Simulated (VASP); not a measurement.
# V (Pm-3n) in VASP: notebook, part 2 of 2

VASP 6.6.1. Earlier steps stand in the parts before.

## (4) Relaxation of cell and atoms, RPBE

This run uses another cell than the first one, of 13.83 Å³/atom, 0.985 times its volume.

INCAR

```
SYSTEM = V
PREC = Accurate
ENCUT = 600
EDIFF = 1E-7
ISMEAR = -1
SIGMA = 0.1
LREAL = .False.
LASPH = .True.
NELM = 100
ALGO = Fast
ISIF = 3
LWAVE = .False.
LCHARG = .False.
GGA = RP
IBRION = 2
NSW = 80
EDIFFG = -0.01
```

KPOINTS

```
regular mesh
0
Gamma
  5 5 5
  0 0 0
```

POSCAR

```
V
1.0
    4.8003007812      0.0000000000      0.0000000000
    0.0000000000      4.8003007812      0.0000000000
    0.0000000000      0.0000000000      4.8003007812
V
8
Direct
    0.0000000000      0.0000000000      0.0000000000
    0.5000000000      0.5000000000      0.5000000000
    0.2500000000      0.0000000000      0.5000000000
    0.7500000000      0.0000000000      0.5000000000
    0.5000000000      0.2500000000      0.0000000000
    0.5000000000      0.7500000000      0.0000000000
    0.0000000000      0.5000000000      0.2500000000
    0.0000000000      0.5000000000      0.7500000000
```

Potentials or basis: VASP PAW PBE potentials, release 64 (V_sv).

The run is started by

```
$ cat potpaw_PBE.64/V_sv/POTCAR > POTCAR
$ mpirun -np 1 vasp_std > vasp.out
```

OUTCAR:

```text
SYSTEM = V
   PREC = Accurate
   ENCUT = 600
   EDIFF = 1E-7
   ISMEAR = -1
   LREAL = .False.
   LASPH = .True.
   NELM = 100
   ISIF = 3
   GGA = RP
   IBRION = 2
   NSW = 80
   EDIFFG = -0.01

 ion  position               nearest neighbor table
   1  0.000  0.000  0.000-   3 2.68   4 2.68   5 2.68   6 2.68   7 2.68   8 2.68   3 2.68   4 2.68
                             7 2.68   8 2.68   5 2.68   6 2.68
   2  0.500  0.500  0.500-   3 2.68   4 2.68   5 2.68   6 2.68   7 2.68   8 2.68   5 2.68   6 2.68
                             3 2.68   4 2.68   7 2.68   8 2.68
   3  0.250  0.000  0.500-   4 2.40   4 2.40   1 2.68   1 2.68   2 2.68   2 2.68
   4  0.750  0.000  0.500-   3 2.40   3 2.40   1 2.68   1 2.68   2 2.68   2 2.68
   5  0.500  0.250  0.000-   6 2.40   6 2.40   1 2.68   2 2.68   2 2.68   1 2.68
   6  0.500  0.750  0.000-   5 2.40   5 2.40   1 2.68   2 2.68   2 2.68   1 2.68
   7  0.000  0.500  0.250-   8 2.40   8 2.40   1 2.68   2 2.68   1 2.68   2 2.68
   8  0.000  0.500  0.750-   7 2.40   7 2.40   1 2.68   2 2.68   1 2.68   2 2.68
[... 194 lines left out ...]
  Total        2.0310694      2.0310694      2.0310694      0.0000000      0.0000000      0.0000000
  in kB       29.4191418     29.4191418     29.4191418      0.0000000      0.0000000      0.0000000
  external PRESSURE =      29.4191418 kB  Pullay stress =       0.0000000 kB
[... 71 lines left out ...]
--------------------------------------- Ionic step        3  -------------------------------------------

 number of electron     104.0000017 magnetization

 Free energy of the ion-electron system (eV)
  ---------------------------------------------------
  ext. energy  EPLUGINS =         0.00000000
  ---------------------------------------------------
  free energy    TOTEN  =       -67.91935385 eV

  energy without entropy =      -67.56341849  energy(sigma->0) =      -67.74138617

 E-fermi :   9.2987     XC(G=0): -12.5540

 val. band max:        9.2591781244   @ k =   0.2000   0.2000   0.0000
 cond. band min:       9.3256659350   @ k =   0.0000   0.0000   0.0000
 fundamental gap:      0.0664878105
 Fermi energy:         9.2986882891

 k-point     1 :       0.0000    0.0000    0.0000
  band No.  band energies     occupation
      1     -54.7162      2.00000
      2     -54.5960      2.00000
      3     -54.5960      2.00000
      4     -54.5910      2.00000
      5     -54.5237      2.00000
      6     -54.4340      2.00000
[... 674 lines left out ...]
  FREE ENERGIE OF THE ION-ELECTRON SYSTEM (eV)
  ---------------------------------------------------
  free  energy   TOTEN  =       -67.9193538500 eV

  energy  without entropy=      -67.5634184932  energy(sigma->0) =      -67.74138617

 reached required accuracy - stopping structural energy minimisation
```

OSZICAR:

```text
N       E                     dE             d eps       ncg     rms          rms(c)
DAV:   1     0.187166125367E+04    0.18717E+04   -0.64842E+04  1248   0.218E+03
DAV:   2     0.361464609627E+02   -0.18355E+04   -0.18095E+04  1240   0.714E+02
DAV:   3    -0.748671375559E+02   -0.11101E+03   -0.10753E+03  1680   0.195E+02
[... 45 lines left out ...]
RMM:   9    -0.679193508409E+02    0.14071E-04   -0.16565E-04  1323   0.851E-02    0.183E-02
RMM:  10    -0.679193525305E+02   -0.16896E-05   -0.48005E-05  1504   0.378E-02    0.286E-03
RMM:  11    -0.679193534783E+02   -0.94774E-06   -0.11850E-05  1595   0.190E-02    0.401E-03
RMM:  12    -0.679193536918E+02   -0.21354E-06   -0.30195E-06  1289   0.118E-02    0.133E-03
RMM:  13    -0.679193538966E+02   -0.20478E-06   -0.10683E-06  1278   0.639E-03    0.435E-04
RMM:  14    -0.679193538500E+02    0.46632E-07   -0.20093E-07   763   0.315E-03
   3 F= -.67919354E+02 E0= -.67741386E+02  d E =-.168901E-01
```

CONTCAR:

```text
V
   1.00000000000000
     4.8272626623076986   -0.0000000000000000    0.0000000000000000
     0.0000000000000000    4.8272626623076986    0.0000000000000000
    -0.0000000000000000    0.0000000000000000    4.8272626623076986
  V
     8
Direct
     0.0000000000000000    0.0000000000000000    0.0000000000000000
     0.5000000000000000    0.5000000000000000    0.5000000000000000
     0.2500000000000000    0.0000000000000000    0.5000000000000000
     0.7500000000000000    0.0000000000000000    0.5000000000000000
     0.5000000000000000    0.2500000000000000    0.0000000000000000
     0.5000000000000000    0.7500000000000000    0.0000000000000000
     0.0000000000000000    0.5000000000000000    0.2500000000000000
     0.0000000000000000    0.5000000000000000    0.7500000000000000

  0.00000000E+00  0.00000000E+00  0.00000000E+00
  0.00000000E+00  0.00000000E+00  0.00000000E+00
  0.00000000E+00  0.00000000E+00  0.00000000E+00
  0.00000000E+00  0.00000000E+00  0.00000000E+00
  0.00000000E+00  0.00000000E+00  0.00000000E+00
  0.00000000E+00  0.00000000E+00  0.00000000E+00
  0.00000000E+00  0.00000000E+00  0.00000000E+00
  0.00000000E+00  0.00000000E+00  0.00000000E+00
```

Run time: 15 min. Hardware: 1 thread of AMD EPYC, shared host; peak memory 0.23 GiB.

Results:

```
Free energy                            : -67.9194 eV
Relaxed volume                         : 14.06 Å³/atom
Relaxed cell                           : a = 4.827 Å, b = 4.827 Å, c = 4.827 Å, α = 90.00°, β = 90.00°, γ = 90.00°
Space group after relaxing (to 0.05 Å) : Pm-3n (No. 223)
Energy gained by relaxing              : 2.1 meV/atom
Ionic steps                            : 3
Pressure after relaxing                : 0.0 GPa
Band gap on the k mesh                 : none (metal or under the smearing width)
```

Step by step:
```tsv
step	energy change (eV)	largest force (eV/Å)	pressure (GPa)	volume (Å³)
1	0.0000	0.0000	2.94	110.61
2	0.0062	0.0000	-3.25	114.73
3	-0.0169	0.0000	-0.01	112.49
```

Final structure:
```
CELL_PARAMETERS angstrom
4.82726 0.00000 0.00000
0.00000 4.82726 0.00000
0.00000 0.00000 4.82726
ATOMIC_POSITIONS crystal
V 0.00000 0.00000 0.00000
V 0.50000 0.50000 0.50000
V 0.25000 0.00000 0.50000
V 0.75000 0.00000 0.50000
V 0.50000 0.25000 0.00000
V 0.50000 0.75000 0.00000
V 0.00000 0.50000 0.25000
V 0.00000 0.50000 0.75000
```

Caveat: the PAW data sets were made with another functional, which shifts forces and pressure a little.

## (5) Summary

```csv
task,cell,k mesh,cutoff (eV),gap on the mesh (eV),pressure (GPa)
single point,"Pm-3n, 14.04 Å³/atom",7 × 7 × 7,520,none,0.3
single point,"Pm-3n, 14.04 Å³/atom",5 × 5 × 5,520,none,0.2
relaxation of cell and atoms,relaxed,5 × 5 × 5,600,none,0.0
```

Alike in all rows: level RPBE; potentials or basis VASP PAW PBE potentials, release 64 (V_sv); no spin polarisation; smearing fermi-dirac 0.1 eV.

Caveats: the PAW data sets were made with another functional, which shifts forces and pressure a little.

Total energies depend on the potentials used, so only differences within one code and one set of settings carry meaning.
